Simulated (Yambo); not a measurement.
# C (Fd-3m) in Yambo: a series of runs, part 2 of 3

Yambo 5.3.0. The steps go on from the part before.

## (3) G0W0 quasiparticle levels, PBE

Input file g0w06.in:

```
gw0
dyson
el_el_corr
HF_and_locXC
ppa
em1d
EXXRLvcs= 82 Ry
VXCRLvcs= 82 Ry
Chimod= "HARTREE"
% BndsRnXp
 1 | 404 |
%
NGsBlkXp= 12 Ry
% LongDrXp
 1 | 1 | 1 |
%
PPAPntXp= 27.21138 eV
% GbndRnge
 1 | 404 |
%
GTermKind= "BG"
DysSolver= "n"
ExtendOut
% QPkrange
 1 | 1 | 3 | 6 |
 18 | 18 | 3 | 6 |
%
```

Input file scf.in:

```
&CONTROL
  calculation = 'scf'
  prefix = 'pwscf'
  outdir = './tmp'
  pseudo_dir = './pseudo'
/
&SYSTEM
  ibrav = 0
  nat = 2
  ntyp = 1
  ecutwfc = 82
  nbnd = 9
  occupations = 'smearing'
  smearing = 'fd'
  degauss = 0.00367493
  force_symmorphic = .true.
/
&ELECTRONS
  conv_thr = 4d-10
  electron_maxstep = 120
  mixing_beta = 0.5
/
ATOMIC_SPECIES
C     12.0110 C.upf
CELL_PARAMETERS angstrom
   0.0000000000    1.7833700000    1.7833700000
   1.7833700000    0.0000000000    1.7833700000
   1.7833700000    1.7833700000    0.0000000000
ATOMIC_POSITIONS crystal
C      0.7500000000    0.7500000000    0.7500000000
C      0.5000000000    0.5000000000    0.5000000000
K_POINTS automatic
12 12 12 0 0 0
```

Input file nscf.in:

```
&CONTROL
  calculation = 'nscf'
  prefix = 'pwscf'
  outdir = './tmp'
  pseudo_dir = './pseudo'
/
&SYSTEM
  ibrav = 0
  nat = 2
  ntyp = 1
  ecutwfc = 82
  nbnd = 404
  occupations = 'fixed'
  force_symmorphic = .true.
/
&ELECTRONS
  conv_thr = 1d-08
  diago_full_acc = .true.
  diago_thr_init = 1d-06
/
ATOMIC_SPECIES
C     12.0110 C.upf
CELL_PARAMETERS angstrom
   0.0000000000    1.7833700000    1.7833700000
   1.7833700000    0.0000000000    1.7833700000
   1.7833700000    1.7833700000    0.0000000000
ATOMIC_POSITIONS crystal
C      0.7500000000    0.7500000000    0.7500000000
C      0.5000000000    0.5000000000    0.5000000000
K_POINTS automatic
8 8 8 0 0 0
```

Potentials or basis: PseudoDojo 0.4.1 SR PBE standard.

Started as:

```sh
> OMP_NUM_THREADS=1 pw.x -in scf.in > scf.out
> OMP_NUM_THREADS=1 pw.x -in nscf.in > nscf.out
> cd tmp/pwscf.save; p2y; mv SAVE ../..; cd ../..
> OMP_NUM_THREADS=1 yambo
> OMP_NUM_THREADS=1 yambo -F g0w06.in -J g0w06 -C g0w06_out
```

Yambo's report:

```text
[... sections 02.01 to 02.04 as in the set-up run ...]

  [02.05] Energies & Occupations
  ==============================

  [X] === General ===
  [X] Electronic Temperature                        :  0.000000  0.000000 [eV K]
  [X] Bosonic    Temperature                        :  0.000000  0.000000 [eV K]
  [X] Finite Temperature mode                       : no
  [X] El. density                                   :  0.70524E+24 [cm-3]
  [X] Fermi Level                                   :  13.35883 [eV]

  [X] === Gaps and Widths ===
  [X] Conduction Band Min                           :  4.189288 [eV]
  [X] Valence Band Max                              :  0.000000 [eV]
  [X] Filled Bands                                  :   4
  [X] Empty Bands                                   :     5   404
  [X] Direct Gap                                    :  5.624412 [eV]
  [X] Direct Gap localized at k                     :  1
  [X] Indirect Gap                                  :  4.189288 [eV]
  [X] Indirect Gap between kpts                     :   1  18
  [X] Last valence band width                       :  8.333143 [eV]
  [X] 1st conduction band width                     :  6.492906 [eV]

 [03] Transferred momenta grid and indexing
 ==========================================

 IBZ Q-points                                      :  29
 BZ  Q-points                                      :   512

 K/Q-points units:
 rlu = crystal or reduced units; cc = cartesian coordinates; iku = interal k-units

 Q [ 1]         [rlu]:  0.000000  0.000000  0.000000
 Q [ 2]         [rlu]: -0.21107E-16 -0.21107E-16  0.12500
 Q [ 3]         [rlu]:  0.24465E-17  0.24465E-17  0.25000
 Q [ 4]         [rlu]: -0.17551E-17 -0.17551E-17  0.37500
 Q [ 5]         [rlu]:  0.84430E-16  0.84430E-16 -0.50000
 Q [ 6]         [rlu]: -0.73783E-17  0.12500      0.12500
 Q [ 7]         [rlu]: -0.62203E-17  0.12500      0.25000
 Q [ 8]         [rlu]:  0.24465E-17  0.12500      0.37500
 Q [ 9]         [rlu]:  0.26352E-18  0.12500      0.50000
 Q [10]         [rlu]:  0.84430E-16  0.12500     -0.37500
 Q [11]         [rlu]:  0.17551E-17  0.12500     -0.25000
 Q [12]         [rlu]: -0.24465E-17  0.12500     -0.12500
 Q [13]         [rlu]:  0.13042E-18  0.25000      0.25000
 Q [14]         [rlu]: -0.62203E-17  0.25000      0.37500
 Q [15]         [rlu]:  0.19352E-16  0.25000      0.50000
[... 12 lines left out ...]
 Q [28]         [rlu]:  0.125000 -0.500000 -0.375000
 Q [29]         [rlu]:  0.250000 -0.500000 -0.250000

 [04] Dipoles
 ============

  [04.01] Setup: observables and procedures
  =========================================

  [WF-Oscillators/G space/Transverse up loader] Normalization (few states)  min/max  :  0.37592E-16   1.0000

  [WR./g0w06//ndb.dipoles]--------------------------------------------------------
   Brillouin Zone Q/K grids (IBZ/BZ)                :    29   512    29   512
   RL vectors                                       :  1363 [WF]
   Fragmentation                                    : yes
   Electronic Temperature                           :  0.000000 [K]
   Bosonic    Temperature                           :  0.000000 [K]
   DIP band range                                   :     1   404
   DIP band range limits                            :   4   5
   DIP e/h energy range                             : -1.000000 -1.000000 [eV]
   RL vectors in the sum                            :  1363
   [r,Vnl] included                                 : yes
   Bands ordered                                    : yes
   Direct v evaluation                              : no
   Approach used                                    : G-space v
   Dipoles computed                                 : R V P [G-space]
   Wavefunctions                                    : Perdew, Burke & Ernzerhof(X)+Perdew, Burke & Ernzerhof(C)

 [05] Dynamic Dielectric Matrix (PPA)
[... 86 lines left out ...]
  Exchange summation bands                         :   4
  RIM RL components                                : 0
  RIM random points                                : 0

 [xc] E_xc :  -3.558296 [Ha]
      E_xc :  -7.116591 [Ry]

  Local XC kind (lXC) : Perdew, Burke & Ernzerhof(X)+Perdew, Burke & Ernzerhof(C)
  Non-Local XC kind (nlXC) : Hartree-Fock

  Corrections @ K [1] :  [eV]
 <3|nlXC|3> = -18.89807  0.16120E-16 <3|lXC|3> = -16.95558  0.23602E-16
 <4|nlXC|4> = -18.89807 -0.10626E-16 <4|lXC|4> = -16.95558  0.37763E-15
 <5|nlXC|5> = -9.539117  0.32534E-17 <5|lXC|5> = -15.63598  0.18882E-15
 <6|nlXC|6> = -9.539117 -0.18429E-17 <6|lXC|6> = -15.63598  0.18882E-15

  Corrections @ K [18] :  [eV]
 <3|nlXC|3> = -20.07360 -0.23057E-16 <3|lXC|3> = -15.96346 -0.47204E-16
 <4|nlXC|4> = -20.07360 -0.14577E-16 <4|lXC|4> = -15.96346  0.94408E-16
 <5|nlXC|5> = -8.672640  0.38466E-18 <5|lXC|5> = -14.09181  0.47204E-16
 <6|nlXC|6> = -7.303839  0.36161E-17 <6|lXC|6> = -13.23679  0.000000

 [07] Dyson equation: Newton solver
 ==================================

 [WARNING] Response block size in GW reduced to 65      RL (6951    mHa)

  [07.01] G0W0 (W PPA)
  ====================

  [  GW  ] Bands range     :     1   404
  [GW/PPA] G damping       :  0.100000 [eV]

  QP @ state[ 1 ] K range:  1  1
  QP @ state[ 1 ] b range:   3   6
  QP @ state[ 2 ] K range:  18  18
  QP @ state[ 2 ] b range:   3   6
[... 103 lines left out ...]
   :: Time ordering fails/rest    :  0.500996
   :: Mean rel dev of PP cond     :  0.168546
   Current Q-pt index             :  27
   :: PP condition fails/total    :  0.165207
   :: Time ordering fails/rest    :  0.500142
   :: Mean rel dev of PP cond     :  0.165236
   Current Q-pt index             :  28
   :: PP condition fails/total    :  0.160947
   :: Time ordering fails/rest    :  0.500423
   :: Mean rel dev of PP cond     :  0.160971
   Current Q-pt index             :  29
   :: PP condition fails/total    :  0.177515
   :: Time ordering fails/rest    :  0.497842
   :: Mean rel dev of PP cond     :  0.177532

  [07.02] QP properties and I/O
  =============================

  Legend (energies in eV)
  - B  : Band       - Eo  : bare energy
  - E  : QP energy  - Z   : Renormalization factor
  - So : Sc(Eo)     - S   : Sc(E)
  - dSp: Sc derivative precision

  - lXC: Local XC (Perdew, Burke & Ernzerhof(X)+Perdew, Burke & Ernzerhof(C))
  -nlXC: non-Local XC (Hartree-Fock)

  QP [eV] @ K [1] (iku):  0.000000  0.000000  0.000000
   B=3 Eo= -0.00 E= -0.53 E-Eo= -0.53 Re(Z)=0.83 Im(Z)=-0.703194E-3 nlXC= -18.8981 lXC= -16.9556 So=  1.30563
   B=4 Eo=  0.00 E= -0.53 E-Eo= -0.53 Re(Z)=0.83 Im(Z)=-0.703194E-3 nlXC= -18.8981 lXC= -16.9556 So=  1.30184
   B=5 Eo=  5.62 E=  6.76 E-Eo=  1.14 Re(Z)=0.83 Im(Z)=-0.728444E-3 nlXC= -9.53912 lXC= -15.6360 So= -4.73491
   B=6 Eo=  5.62 E=  6.76 E-Eo=  1.14 Re(Z)=0.83 Im(Z)=-0.728443E-3 nlXC= -9.53912 lXC= -15.6360 So= -4.73466

  QP [eV] @ K [18] (iku):  0.37500      0.98131E-17 -0.98131E-17
   B=3 Eo= -5.75 E= -6.65 E-Eo= -0.90 Re(Z)=0.82 Im(Z)=-0.111112E-2 nlXC= -20.0736 lXC= -15.9635 So=  3.00755
   B=4 Eo= -5.75 E= -6.66 E-Eo= -0.90 Re(Z)=0.82 Im(Z)=-0.108887E-2 nlXC= -20.0736 lXC= -15.9635 So=  3.00550
   B=5 Eo=  4.19 E=  4.86 E-Eo=  0.67 Re(Z)=0.84 Im(Z)=-0.683981E-3 nlXC= -8.67264 lXC= -14.0918 So= -4.61956
   B=6 Eo=  6.80 E=  7.46 E-Eo=  0.66 Re(Z)=0.84 Im(Z)=-0.759128E-3 nlXC= -7.30384 lXC= -13.2368 So= -5.15499

  [WR./g0w06//ndb.QP]-------------------------------------------------------------
   Lattice constants                                :  3.370081  3.370081  3.370081
   Coulomb cutoff potential                         : none
   Electronic Temperature                           :  0.000000 [K]
   Bosonic    Temperature                           :  0.000000 [K]
   Green`s function   energies                      : Perdew, Burke & Ernzerhof(X)+Perdew, Burke & Ernzerhof(C)
   wavefunctions                                    : Perdew, Burke & Ernzerhof(X)+Perdew, Burke & Ernzerhof(C)
   PPA    diel. fun.  energies                      : Perdew, Burke & Ernzerhof(X)+Perdew, Burke & Ernzerhof(C)
   wavefunctions                                    : Perdew, Burke & Ernzerhof(X)+Perdew, Burke & Ernzerhof(C)
   QP tot states                                    :   8
   GW solver                                        : Newton
   GW approximation                                 : PPA
   PPA imaginary Energy                             :  27.21138 ev
   dS/dw steps                                      :  2
   dS/dw step                                       :  0.100000 ev
   X G`s                                            :   65 used
   X G`s                                            :   65 disk
   X bands                                          :     1   404
   X poles                                          :  100.0000 o/o
   X e/h E range                                    : -1.000000 -1.000000 ev
   X Hxc Kernel                                     : HARTREE
   X BZ energy Double Grid                          : no
   X Optical Averaged directions                    : none
   Sc/G bands                                       :     1   404
   Sc/G damping                                     :  0.100000 ev
   Sc bands terminator                              : yes
   Sc terminator kind                               : BG
   Sc Terminator pole                               :  40.81708
   Sx RL components                                 :   965

   QP @ state[ 1 ] K range                          :  1  1
   QP @ state[ 1 ] b range                          :   3   6
   QP @ state[ 2 ] K range                          :  18  18
   QP @ state[ 2 ] b range                          :   3   6
   GF energies kind                                 : Perdew, Burke & Ernzerhof(X)+Perdew, Burke & Ernzerhof(C)
   GF WF`s kind                                     : Perdew, Burke & Ernzerhof(X)+Perdew, Burke & Ernzerhof(C)
   Xs energies kind                                 : Perdew, Burke & Ernzerhof(X)+Perdew, Burke & Ernzerhof(C)
   Xs WF`s kind                                     : Perdew, Burke & Ernzerhof(X)+Perdew, Burke & Ernzerhof(C)
```

Wall time 32 min (1 thread of Arm Neoverse V1, shared host); peak memory 0.88 GiB.

Results:

| Item | Value |
| --- | --- |
| Band gap on the k mesh, mean-field level | 4.19 eV, indirect (least direct gap 5.62 eV) |
| Quasiparticle gap | 5.41 eV |
| Least direct quasiparticle gap | 7.29 eV |
| Quasiparticle gap at Γ | 7.29 eV |
| Band gap of the same states before the correction | 4.21 eV |

Quasiparticle terms (eV):
```
              k point  band  Kohn-Sham level     Vxc      Σx     Σc     Z  result
(0.000, 0.000, 0.000)     3             0.00  -16.96  -18.90   1.31  0.83   -0.53
(0.000, 0.000, 0.000)     4             0.00  -16.96  -18.90   1.30  0.83   -0.53
(0.000, 0.000, 0.000)     5             5.62  -15.64   -9.54  -4.73  0.83    6.76
(0.000, 0.000, 0.000)     6             5.62  -15.64   -9.54  -4.73  0.83    6.76
(0.000, 0.375, 0.375)     3            -5.75  -15.96  -20.07   3.01  0.82   -6.65
(0.000, 0.375, 0.375)     4            -5.75  -15.96  -20.07   3.01  0.82   -6.66
(0.000, 0.375, 0.375)     5             4.19  -14.09   -8.67  -4.62  0.84    4.86
(0.000, 0.375, 0.375)     6             6.80  -13.24   -7.30  -5.15  0.84    7.46
```

Caveat: this version prints the column dSc/dw multiplied by 27.2; the terminator is approximate in this version, by hundredths of an eV; the quasiparticle gap listed is the Kohn-Sham gap on the denser mesh of the self-consistent run plus the correction found on the GW mesh, so it differs from the gap in the log. A k mesh can miss the band edges.

(Continued in part 3 of 3.)
